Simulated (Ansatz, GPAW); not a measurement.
This is a calculation of TePb for Ansatz 0.2.0. 

Contents of input.yaml:

```yaml
crystal:
  lattice:
    - [0.0, 3.231, 3.231]
    - [3.231, 0.0, 3.231]
    - [3.231, 3.231, 0.0]
  atoms:
    - { symbol: Pb, position: [0.0, 0.0, 0.0] }
    - { symbol: Te, position: [0.5, 0.5, 0.5] }
kpoints:
  mp_grid: { grid: [7, 7, 7] }
scf:
  occupations: { method: gaussian, width: 0.013 }
hamiltonian:
  xc: pbe
  pseudopotentials: { kind: all_electron, lapw: { basis_error: 0.001 } }
output:
  forces: true
  stress: true
  eigenvalues: true
```

Potentials or basis: all-electron LAPW, scalar-relativistic.

Launch:

```bash
$ ansatz run input.yaml --threads 1 --pin off --max-ram 3072MiB --backend cpu --events-out ev --progress --plain --runs-dir out
```

**Question.** What does the same run look like in GPAW 26.7.0 (ASE script)? Potentials or basis there: GPAW PAW data sets (gpaw-data 1.2.1), cutoff 600 eV.

**Answer.** As run (cutoffs and basis follow the program's own potentials, and thresholds, step limits or extra output files can differ):

File run.py:

```python
from ase import Atoms
from ase.dft.bandgap import bandgap
from ase.io import write
from ase.units import GPa
from gpaw import GPAW, PW

atoms = Atoms(['Pb', 'Te'],
              cell=[[0.0, 3.231, 3.231],
                    [3.231, 0.0, 3.231],
                    [3.231, 3.231, 0.0]],
              scaled_positions=[[0.0, 0.0, 0.0],
                                [0.5, 0.5, 0.5]],
              pbc=True)

calc = GPAW(mode=PW(600),
            xc='PBE',
            kpts={'size': (7, 7, 7), 'gamma': True},
            occupations={'name': 'methfessel-paxton', 'order': 0, 'width': 0.013000000000000001},
            nbands=19,
            convergence={'density': 1e-05, 'energy': 1e-05},
            maxiter=150,
            txt='gpaw.txt')
atoms.calc = calc
energy = atoms.get_potential_energy()
forces = atoms.get_forces()
stress = atoms.get_stress()
calc.write('gs.gpw')
write('result.traj', atoms)
print(f'Energy: {energy:.6f} eV')
print('Forces (eV/A):')
print(forces.round(4))
print('Stress (GPa):', (stress / GPa).round(3))
print('Fermi level:', round(calc.get_fermi_level(), 4), 'eV')
print(f'Gap: {bandgap(calc)[0]:.4f} eV, direct: {bandgap(calc, direct=True)[0]:.4f} eV')
```

Potentials or basis: GPAW PAW data sets (gpaw-data 1.2.1), pw.

Launch:

```console
$ OMP_NUM_THREADS=1 python run.py
```

Both were run:

|  | Ansatz | GPAW |
| --- | --- | --- |
| Pressure | 2.1 GPa | 1.8 GPa |

Where Ansatz's input types no cutoff or centring, it takes its own default and a Γ-centred mesh.

Pressure is positive in compression.
